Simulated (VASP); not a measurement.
A VASP 6.6.1 single-point calculation on BeTe

INCAR

```
LWAVE = .FALSE.
SIGMA = 0.02
PREC = Accurate
ENCUT = 520
EDIFF = 1E-6
LCHARG = .FALSE.
NBANDS = 11
GGA = PE
LREAL = .FALSE.
ISMEAR = -1
NELM = 68
ISIF = 2
NELMDL = 0
LASPH = .TRUE.
NSW = 0
IBRION = -1
```

KPOINTS

```
KPOINTS created by Atomic Simulation Environment
0
Gamma
8 8 8
0 0 0
```

POSCAR

```
Be Te
 1.0000000000000000
     0.0000000000000000    2.7437649167000000    2.7437649167000000
     2.7437649167000000    0.0000000000000000    2.7437649167000000
     2.7437649167000000    2.7437649167000000    0.0000000000000000
 Be  Te
   1   1
Cartesian
  0.0000000000000000  0.0000000000000000  0.0000000000000000
  1.3718824583499998  1.3718824583499998  1.3718824583499998
```

The recommended PBE PAW datasets give the neutral cell 8 valence electrons.

Command

```
mpirun -np 1 vasp_std
```

Question: How does this run end, and what does it give?

Answer: It converged. Results: gap between bands v and c on the k mesh 1.77 eV; least direct gap on the k mesh 3.53 eV; pressure 6.7 GPa. Band v is the last that the valence electrons fill when counted band by band, and c is the next.

OSZICAR

```
N       E                     dE             d eps       ncg     rms          rms(c)
DAV:   1     0.188314348591E+02    0.18831E+02   -0.33397E+03   638   0.584E+02
DAV:   2    -0.667900412608E+01   -0.25510E+02   -0.24701E+02   808   0.922E+01
DAV:   3    -0.773608685045E+01   -0.10571E+01   -0.10555E+01   856   0.201E+01
DAV:   4    -0.774545469354E+01   -0.93678E-02   -0.93669E-02   775   0.214E+00
DAV:   5    -0.774563339961E+01   -0.17871E-03   -0.17870E-03   805   0.284E-01    0.466E+00
DAV:   6    -0.758689487268E+01    0.15874E+00   -0.20011E-01   747   0.187E+00    0.276E+00
DAV:   7    -0.754268354570E+01    0.44211E-01   -0.13959E-01   763   0.165E+00    0.614E-01
DAV:   8    -0.754308204467E+01   -0.39850E-03   -0.77990E-03   725   0.521E-01    0.975E-02
DAV:   9    -0.754333274905E+01   -0.25070E-03   -0.39873E-04   751   0.117E-01    0.389E-02
DAV:  10    -0.754339557839E+01   -0.62829E-04   -0.82704E-05   709   0.477E-02    0.182E-02
DAV:  11    -0.754339641866E+01   -0.84027E-06   -0.27684E-06   827   0.927E-03
   1 F= -.75433964E+01 E0= -.75433964E+01  d E =-.193328E-10
```

For comparison, a separate PBE run of the intended cell, on usual settings and not on those above, gives a gap of 1.77 eV on its mesh and a pressure of 6.7 GPa.
